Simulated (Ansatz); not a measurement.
PtS2 under changes of volume

One of the cells (18.261 Å³/atom); the others are scaled copies at fixed shape and fractional positions:

```
Pt S
1.0
     3.54320    0.00000    0.00000
    -1.77160    3.06850    0.00000
     0.00000    0.00000    5.03880
Pt S
1 2
Direct
  0.00000 0.00000 0.00000
  0.66667 0.33333 0.77300
  0.33333 0.66667 0.22700
```

| Item | Value |
| --- | --- |
| Program | Ansatz 0.2.0 |
| Functional | PBEsol |
| Potentials or basis | all-electron LAPW, scalar-relativistic |
| Cutoff | 299 eV (chosen from the basis error) |
| Basis error allowed | 0.001 eV/atom |
| k mesh | 9 × 9 × 5 |
| Occupations | fermi-dirac, width 0.05 eV |
| Spin | no spin polarisation |

```csv
volume (Å³/atom),energy over the lowest point (meV/atom),pressure (GPa),gap on the mesh (eV),largest force (eV/Å)
17.165,97.38,18.4,1.01,2.004
17.531,60.59,14.0,1.00,1.624
17.896,33.42,10.0,0.98,1.273
18.261,?,?,?,?
18.626,3.97,3.2,0.94,0.653
18.992,0.00,0.3,0.92,0.379
19.357,2.19,-2.2,0.90,0.126
```

What does the run at 18.261 Å³/atom give?

Energy over the lowest point 14.84 meV/atom; pressure 6.4 GPa; gap on the mesh 0.96 eV; largest force 0.950 eV/Å.

Worked out: A Birch-Murnaghan fit of order 3 (a polynomial in V^(-2/3)) to the other rows has its minimum at 19.04 Å³/atom with B0 = V·E''(V) = 140 GPa and B' = 4.6 at fixed shape and positions, which overstates the stiffness. It gives 14.86 meV/atom at 18.261 Å³/atom, against the run's 14.84, and -dE/dV = 6.4 GPa, against 6.4. A straight line through the other rows of the gap, of slope -0.944 eV per unit of ln V, gives 0.96 eV, against the run's 0.96.

Energies are extrapolated to zero smearing.

Caveats: spin-orbit coupling is left out, which moves the levels of the heavy elements; an odd mesh through Γ misses points on the zone boundary, where band edges often lie; forces of over 1 eV/Å show positions far from the minimum, so gaps and moduli don't describe the material at rest (some runs).
